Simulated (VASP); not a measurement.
# Si from a squeezed to a stretched cell

Aim: follow Si from a squeezed to a stretched cell. The starting structure is a measured crystal structure from the Crystallography Open Database. All runs use LDA. The equilibrium cell comes from relaxations that aren't shown. At each volume, shape and positions are relaxed as far as symmetry leaves them free.

Program: VASP 6.6.1. Level of theory: Kohn-Sham DFT with plane waves and PAW; LDA. Results are calculated unless marked as measured.

### 1. Starting point

The structure is cubic, space group Fd-3m (No. 227). The conventional cell has a = 5.431 Å, b = 5.431 Å, c = 5.431 Å, α = 90.00°, β = 90.00°, γ = 90.00°. Nearest to Si lie 4 Si at 2.35 Å.

### 2. Relaxation at the equilibrium volume

INCAR reads:

```
SYSTEM = Si
PREC = Accurate
ENCUT = 500
EDIFF = 1E-07
NELM = 100
ISMEAR = 0
SIGMA = 0.03
LREAL = .FALSE.
ALGO = Normal
GGA = CA
NBANDS = 10
LORBIT = 11
LWAVE = .FALSE.
LCHARG = .FALSE.
KPAR = 4
IBRION = 2
NSW = 50
ISIF = 4
EDIFFG = -0.003
```

POSCAR reads:

```
Si
1.0
    0.0000000000      2.7015037404      2.7015037404
    2.7015037404      0.0000000000      2.7015037404
    2.7015037404      2.7015037404      0.0000000000
Si
2
Direct
    0.5000000000      0.5000000000      0.5000000000
    0.7500000000      0.7500000000      0.7500000000
```

KPOINTS reads:

```
Automatic mesh
0
Gamma
8 8 8
0 0 0
```

PAW data sets: Si (LDA family, release 64).

Command:

```bash
$ mpirun -np 4 vasp_std
```

The program printed:

```text
[banner, memory and clock lines left out]
running    4 mpi-ranks, on    1 nodes
 distrk:  each k-point on    1 cores,    4 groups
 distr:  one band on    1 cores,    1 groups

 POSCAR found type information on POSCAR Si
 POSCAR found :  1 types and       2 ions
 LDA part: xc-table for (Slater(with rela. corr.)+CA(PZ))
 , standard interpolation
 POSCAR, INCAR and KPOINTS ok, starting setup
 FFT: planning ... GRIDC
 FFT: planning ... GRID_SOFT
 FFT: planning ... GRID
 WAVECAR not read
 entering main loop
       N       E                     dE             d eps       ncg     rms          rms(c)
DAV:   1     0.801738703478E+01    0.80174E+01   -0.32394E+03   580   0.623E+02
DAV:   2    -0.116383194353E+02   -0.19656E+02   -0.18820E+02   830   0.893E+01
DAV:   3    -0.121835600284E+02   -0.54524E+00   -0.54431E+00   746   0.138E+01
DAV:   4    -0.121878665966E+02   -0.43066E-02   -0.43057E-02   756   0.148E+00
DAV:   5    -0.121879027409E+02   -0.36144E-04   -0.36143E-04   712   0.122E-01    0.511E+00
DAV:   6    -0.120002240020E+02    0.18768E+00   -0.11615E-01   648   0.144E+00    0.306E+00
DAV:   7    -0.119154343687E+02    0.84790E-01   -0.20347E-01   648   0.196E+00    0.245E-01
DAV:   8    -0.119155512111E+02   -0.11684E-03   -0.74530E-03   632   0.517E-01    0.782E-02
DAV:   9    -0.119155263143E+02    0.24897E-04   -0.21598E-04   730   0.854E-02    0.613E-02
DAV:  10    -0.119155310367E+02   -0.47223E-05   -0.14083E-05   686   0.238E-02    0.298E-02
DAV:  11    -0.119155309453E+02    0.91381E-07   -0.77962E-07   688   0.518E-03
   1 F= -.11915531E+02 E0= -.11915531E+02  d E =-.119155E+02
 curvature:   0.00 expect dE= 0.000E+00 dE for cont linesearch  0.000E+00
 trial: gam= 0.00000 g(F)=  0.371E-48 g(S)=  0.123E-33 ort = 0.000E+00 (trialstep = 0.100E+01)
 search vector abs. value=  0.100E-09
 reached required accuracy - stopping structural energy minimisation
```

It took 5.8 s on 4 MPI ranks of AMD EPYC 7R43, shared host; peak memory 0.42 GiB.

Lines that name or quote the potential files are left out of all logs, and their timing lines are given in words.

OUTCAR, selected parts (step 2):

```text
ion  position               nearest neighbor table
   1  0.500  0.500  0.500-   2 2.34   2 2.34   2 2.34   2 2.34
   2  0.750  0.750  0.750-   1 2.34   1 2.34   1 2.34   1 2.34

  LATTYP: Found a face centered cubic cell.
 ALAT       =     5.4030074808

 Subroutine GETGRP returns: Found 48 space group operations
 (whereof 24 operations were pure point group operations)

The static configuration has the point symmetry T_d .
 The point group associated with its full space group is O_h .

 Found     29 irreducible k-points:

   k-points           NKPTS =     29   k-points in BZ     NKDIM =     29   number of bands    NBANDS=     10

   dimension x,y,z NGX =    28 NGY =   28 NGZ =   28
   dimension x,y,z NGXF=    56 NGYF=   56 NGZF=   56

   ENCUT  =  500.0 eV  36.75 Ry    6.06 a.u.   6.97  6.97  6.97*2*pi/ulx,y,z

   NELECT =       8.0000    total number of electrons

 k-points in reciprocal lattice and weights: Automatic mesh
   0.00000000  0.00000000  0.00000000       0.002
   0.12500000  0.00000000  0.00000000       0.016
   0.25000000  0.00000000  0.00000000       0.016
   0.37500000  0.00000000  0.00000000       0.016
   0.50000000  0.00000000  0.00000000       0.008
   0.12500000  0.12500000  0.00000000       0.012
   0.25000000  0.12500000  0.00000000       0.047
   0.37500000  0.12500000  0.00000000       0.047
   0.50000000  0.12500000  0.00000000       0.047
[...]
-0.37500000  0.50000000  0.12500000       0.023
  -0.25000000  0.50000000  0.25000000       0.012

 average (electrostatic) potential at core
       1 -84.7167       2 -84.7167

 E-fermi :   6.1220

 k-point     1 :       0.0000    0.0000    0.0000
  band No.  band energies     occupation
      1      -6.1341      2.00000
      2       5.9290      2.00000
      3       5.9290      2.00000
      4       5.9290      2.00000
      5       8.4588      0.00000
      6       8.4588      0.00000
      7       8.4588      0.00000
      8       9.3144      0.00000
      9      13.6638      0.00000
    ...

 k-point     2 :       0.1250    0.0000    0.0000
  band No.  band energies     occupation
      1      -5.9271      2.00000
      2       4.3119      2.00000
      3       5.6349      2.00000
      4       5.6349      2.00000
      5       8.3951      0.00000
      6       8.8892      0.00000
      7       8.8892      0.00000
      8      10.6470      0.00000
      9      13.1529      0.00000
    ...

 k-point     3 :       0.2500    0.0000    0.0000
  band No.  band energies     occupation
      1      -5.3229      2.00000
      2       1.9578      2.00000
      3       5.1600      2.00000
      4       5.1600      2.00000
      5       7.9103      0.00000
      6       9.4035      0.00000
      7       9.4035      0.00000
      8      12.8190      0.00000
      9      13.0973      0.00000
    ...

  Total       -0.0004439     -0.0004439     -0.0004439     -0.0000000      0.0000000     -0.0000000
  in kB       -0.0180369     -0.0180369     -0.0180369     -0.0000000      0.0000000     -0.0000000
  external PRESSURE =      -0.0180369 kB  Pullay stress =       0.0000000 kB

  energy-cutoff  :      500.00
  volume of cell :       39.43
      direct lattice vectors                 reciprocal lattice vectors
     0.000000000  2.701503740  2.701503740    -0.185082105  0.185082105  0.185082105
     2.701503740  0.000000000  2.701503740     0.185082105 -0.185082105  0.185082105
     2.701503740  2.701503740  0.000000000     0.185082105  0.185082105 -0.185082105

 POSITION                                       TOTAL-FORCE (eV/Angst)
 -----------------------------------------------------------------------------------
      2.70150      2.70150      2.70150         0.000000      0.000000      0.000000
      4.05226      4.05226      4.05226        -0.000000     -0.000000     -0.000000
 -----------------------------------------------------------------------------------
    total drift:                                0.000000      0.000000     -0.000000

  FREE ENERGIE OF THE ION-ELECTRON SYSTEM (eV)
  ---------------------------------------------------
  free  energy   TOTEN  =       -11.9155309453 eV

  energy  without entropy=      -11.9155309453  energy(sigma->0) =      -11.91553095

 reached required accuracy - stopping structural energy minimisation

 total charge
# of ion       s       p       d       tot
------------------------------------------
    1        0.758   0.958   0.000   1.716
    2        0.758   0.958   0.000   1.716
--------------------------------------------------
tot          1.516   1.916   0.000   3.432

[... 3 further parts left out ...]
```

The run keeps the 48 symmetry operations of its start, so it cannot find a distortion of lower symmetry.

The equilibrium volume: 19.716 Å³ an atom and a pressure of 0.00 GPa, and 0.490 eV of gap on the mesh. Further runs on this cell, not shown, give the modes T2g 512.7 cm⁻¹.

### 3. Relaxation at 0.96 of the equilibrium volume

INCAR is that of step 2.

POSCAR reads:

```
Si
1.0
    0.0000000000      2.6649924574      2.6649924574
    2.6649924574      0.0000000000      2.6649924574
    2.6649924574      2.6649924574      0.0000000000
Si
2
Direct
    0.5000000000      0.5000000000      0.5000000000
    0.7500000000      0.7500000000      0.7500000000
```

KPOINTS is that of step 2.

Command:

```bash
$ mpirun -np 4 vasp_std
```

The program printed:

```text
[... set-up lines as in an earlier step ...]
 entering main loop
       N       E                     dE             d eps       ncg     rms          rms(c)
DAV:   1     0.772829807166E+01    0.77283E+01   -0.32765E+03   580   0.626E+02
DAV:   2    -0.116859103048E+02   -0.19414E+02   -0.18673E+02   818   0.869E+01
DAV:   3    -0.121925189971E+02   -0.50661E+00   -0.50574E+00   702   0.134E+01
DAV:   4    -0.121965282685E+02   -0.40093E-02   -0.40089E-02   742   0.155E+00
[...]
DAV:   9    -0.118949247813E+02    0.26767E-04   -0.23393E-04   734   0.886E-02    0.634E-02
DAV:  10    -0.118949286947E+02   -0.39134E-05   -0.15286E-05   662   0.246E-02    0.326E-02
DAV:  11    -0.118949285986E+02    0.96072E-07   -0.83679E-07   708   0.543E-03
   1 F= -.11894929E+02 E0= -.11894929E+02  d E =-.118949E+02
[...]
reached required accuracy - stopping structural energy minimisation
```

Elapsed: 5.8 s, on 4 MPI ranks; peak memory 0.38 GiB; 20 s of CPU time.

OUTCAR, selected parts (step 3):

```text
  Total        1.0176596      1.0176596      1.0176596      0.0000000      0.0000000      0.0000000
  in kB       43.0720135     43.0720135     43.0720135      0.0000000      0.0000000      0.0000000
  external PRESSURE =      43.0720135 kB  Pullay stress =       0.0000000 kB

 POSITION                                       TOTAL-FORCE (eV/Angst)
 -----------------------------------------------------------------------------------
      2.66499      2.66499      2.66499        -0.000000     -0.000000     -0.000000
      3.99749      3.99749      3.99749         0.000000      0.000000      0.000000
 -----------------------------------------------------------------------------------
    total drift:                                0.000000      0.000000     -0.000000

  FREE ENERGIE OF THE ION-ELECTRON SYSTEM (eV)
  ---------------------------------------------------
  free  energy   TOTEN  =       -11.8949285986 eV

  energy  without entropy=      -11.8949285986  energy(sigma->0) =      -11.89492860

[... 2 parts as in an earlier step ...]

[... 2 further parts left out ...]
[key lines of the parts left out:]
E-fermi :   6.5464
```

0.96 of the equilibrium volume: 18.927 Å³ an atom and a pressure of 4.31 GPa, and 0.424 eV of gap on the mesh. Further runs on this cell, not shown, give the modes T2g 534.0 cm⁻¹.

### 4. Relaxation at 1.04 of the equilibrium volume

INCAR is that of step 3.

POSCAR reads:

```
Si
1.0
    0.0000000000      2.7370539190      2.7370539190
    2.7370539190      0.0000000000      2.7370539190
    2.7370539190      2.7370539190      0.0000000000
Si
2
Direct
    0.5000000000      0.5000000000      0.5000000000
    0.7500000000      0.7500000000      0.7500000000
```

KPOINTS is that of step 3.

Command:

```bash
$ mpirun -np 4 vasp_std
```

The program printed:

```text
[... set-up lines as in an earlier step ...]
 entering main loop
       N       E                     dE             d eps       ncg     rms          rms(c)
DAV:   1     0.671971347172E+01    0.67197E+01   -0.31339E+03   580   0.621E+02
DAV:   2    -0.116550178950E+02   -0.18375E+02   -0.17891E+02   826   0.850E+01
DAV:   3    -0.121410793861E+02   -0.48606E+00   -0.48517E+00   750   0.134E+01
DAV:   4    -0.121443054502E+02   -0.32261E-02   -0.32256E-02   714   0.134E+00
[...]
DAV:   9    -0.118978630772E+02    0.21959E-04   -0.18804E-04   728   0.802E-02    0.587E-02
DAV:  10    -0.118978685945E+02   -0.55173E-05   -0.12215E-05   702   0.225E-02    0.254E-02
DAV:  11    -0.118978685051E+02    0.89411E-07   -0.63943E-07   664   0.464E-03
   1 F= -.11897869E+02 E0= -.11897869E+02  d E =-.118979E+02
[...]
reached required accuracy - stopping structural energy minimisation
```

Run time: 5 s. Hardware: 4 MPI ranks; peak memory 0.38 GiB; 16 s of CPU time.

From OUTCAR (step 4):

```text
  Total       -0.8942620     -0.8942620     -0.8942620     -0.0000000     -0.0000000      0.0000000
  in kB      -34.9377792    -34.9377792    -34.9377792     -0.0000000     -0.0000000      0.0000000
  external PRESSURE =     -34.9377792 kB  Pullay stress =       0.0000000 kB

 POSITION                                       TOTAL-FORCE (eV/Angst)
 -----------------------------------------------------------------------------------
      2.73705      2.73705      2.73705         0.000000     -0.000000     -0.000000
      4.10558      4.10558      4.10558         0.000000      0.000000      0.000000
 -----------------------------------------------------------------------------------
    total drift:                                0.000000      0.000000     -0.000000

  FREE ENERGIE OF THE ION-ELECTRON SYSTEM (eV)
  ---------------------------------------------------
  free  energy   TOTEN  =       -11.8978685051 eV

  energy  without entropy=      -11.8978685051  energy(sigma->0) =      -11.89786851

[... 2 parts as in an earlier step ...]

[... 2 further parts left out ...]
[key lines of the parts left out:]
E-fermi :   5.7255
```

1.04 of the equilibrium volume: 20.505 Å³ an atom and a pressure of -3.49 GPa, and 0.550 eV of gap on the mesh. Further runs on this cell, not shown, give the modes T2g 493.0 cm⁻¹.

### 5. Relaxation at 0.92 of the equilibrium volume

INCAR is that of step 4.

POSCAR reads:

```
Si
1.0
    0.0000000000      2.6274523519      2.6274523519
    2.6274523519      0.0000000000      2.6274523519
    2.6274523519      2.6274523519      0.0000000000
Si
2
Direct
    0.5000000000      0.5000000000      0.5000000000
    0.7500000000      0.7500000000      0.7500000000
```

KPOINTS is that of step 4.

Command:

```bash
$ mpirun -np 4 vasp_std
```

The program printed:

```text
[... set-up lines as in an earlier step ...]
 entering main loop
       N       E                     dE             d eps       ncg     rms          rms(c)
DAV:   1     0.807232491524E+01    0.80723E+01   -0.33442E+03   580   0.639E+02
DAV:   2    -0.116740094928E+02   -0.19746E+02   -0.19090E+02   828   0.921E+01
DAV:   3    -0.121582377151E+02   -0.48423E+00   -0.48345E+00   716   0.136E+01
DAV:   4    -0.121618185798E+02   -0.35809E-02   -0.35800E-02   714   0.148E+00
[...]
DAV:   9    -0.118271538593E+02    0.32380E-04   -0.26230E-04   726   0.930E-02    0.664E-02
DAV:  10    -0.118271572118E+02   -0.33525E-05   -0.17110E-05   660   0.260E-02    0.382E-02
DAV:  11    -0.118271571539E+02    0.57979E-07   -0.86073E-07   694   0.569E-03
   1 F= -.11827157E+02 E0= -.11827157E+02  d E =-.118272E+02
[...]
reached required accuracy - stopping structural energy minimisation
```

Elapsed: 4.4 s, on 4 MPI ranks; peak memory 0.34 GiB; 14 s of CPU time.

From OUTCAR (step 5):

```text
  Total        2.1769300      2.1769300      2.1769300      0.0000000     -0.0000000      0.0000000
  in kB       96.1436257     96.1436257     96.1436257      0.0000000     -0.0000000      0.0000000
  external PRESSURE =      96.1436257 kB  Pullay stress =       0.0000000 kB

 POSITION                                       TOTAL-FORCE (eV/Angst)
 -----------------------------------------------------------------------------------
      2.62745      2.62745      2.62745        -0.000000     -0.000000     -0.000000
      3.94118      3.94118      3.94118         0.000000      0.000000      0.000000
 -----------------------------------------------------------------------------------
    total drift:                                0.000000      0.000000     -0.000000

  FREE ENERGIE OF THE ION-ELECTRON SYSTEM (eV)
  ---------------------------------------------------
  free  energy   TOTEN  =       -11.8271571539 eV

  energy  without entropy=      -11.8271571539  energy(sigma->0) =      -11.82715715

[... 2 parts as in an earlier step ...]

[... 2 further parts left out ...]
[key lines of the parts left out:]
E-fermi :   6.9506
```

0.92 of the equilibrium volume: 18.139 Å³ an atom and a pressure of 9.61 GPa, and 0.349 eV of gap on the mesh. Further runs on this cell, not shown, give the modes T2g 557.3 cm⁻¹.

### 6. Relaxation at 0.98 of the equilibrium volume

INCAR is that of step 5.

POSCAR reads:

```
Si
1.0
    0.0000000000      2.6833722965      2.6833722965
    2.6833722965      0.0000000000      2.6833722965
    2.6833722965      2.6833722965      0.0000000000
Si
2
Direct
    0.5000000000      0.5000000000      0.5000000000
    0.7500000000      0.7500000000      0.7500000000
```

KPOINTS is that of step 5.

Command:

```bash
$ mpirun -np 4 vasp_std
```

The program printed:

```text
[... set-up lines as in an earlier step ...]
 entering main loop
       N       E                     dE             d eps       ncg     rms          rms(c)
DAV:   1     0.749513535354E+01    0.74951E+01   -0.33900E+03   580   0.640E+02
DAV:   2    -0.116608435548E+02   -0.19156E+02   -0.18328E+02   856   0.871E+01
DAV:   3    -0.121923085612E+02   -0.53147E+00   -0.53013E+00   712   0.136E+01
DAV:   4    -0.121970486572E+02   -0.47401E-02   -0.47396E-02   742   0.161E+00
[...]
DAV:   9    -0.119105278956E+02    0.25646E-04   -0.21897E-04   712   0.858E-02    0.620E-02
DAV:  10    -0.119105323313E+02   -0.44357E-05   -0.14467E-05   692   0.241E-02    0.304E-02
DAV:  11    -0.119105322443E+02    0.87029E-07   -0.77967E-07   692   0.522E-03
   1 F= -.11910532E+02 E0= -.11910532E+02  d E =-.119105E+02
[...]
reached required accuracy - stopping structural energy minimisation
```

Run time: 5.6 s. Hardware: 4 MPI ranks; peak memory 0.38 GiB.

Parts of OUTCAR (step 6):

```text
  Total        0.4920402      0.4920402      0.4920402     -0.0000000      0.0000000     -0.0000000
  in kB       20.4003877     20.4003877     20.4003877     -0.0000000      0.0000000     -0.0000000
  external PRESSURE =      20.4003877 kB  Pullay stress =       0.0000000 kB

 POSITION                                       TOTAL-FORCE (eV/Angst)
 -----------------------------------------------------------------------------------
      2.68337      2.68337      2.68337         0.000000     -0.000000     -0.000000
      4.02506      4.02506      4.02506        -0.000000      0.000000      0.000000
 -----------------------------------------------------------------------------------
    total drift:                                0.000000      0.000000     -0.000000

  FREE ENERGIE OF THE ION-ELECTRON SYSTEM (eV)
  ---------------------------------------------------
  free  energy   TOTEN  =       -11.9105322443 eV

  energy  without entropy=      -11.9105322443  energy(sigma->0) =      -11.91053224

[... 2 parts as in an earlier step ...]

[... 2 further parts left out ...]
[key lines of the parts left out:]
E-fermi :   6.3305
```

0.98 of the equilibrium volume: 19.322 Å³ an atom and a pressure of 2.04 GPa, and 0.458 eV of gap on the mesh. Further runs on this cell, not shown, give the modes T2g 523.1 cm⁻¹.

(Continued in part 2 of 2.)

[Lines on the potential files, build, host, timing and source positions are cut from VASP's logs without a mark.]

[Logs are printed without paths, hosts, clocks, repeated set-up lines and the standing remarks that a program may print on its own settings, such as how far it seeks lower states.]

[Hosts, paths, dates, database ids (printed as entryN), source tags and the programs' standing remarks are cut or masked in the printed files.]
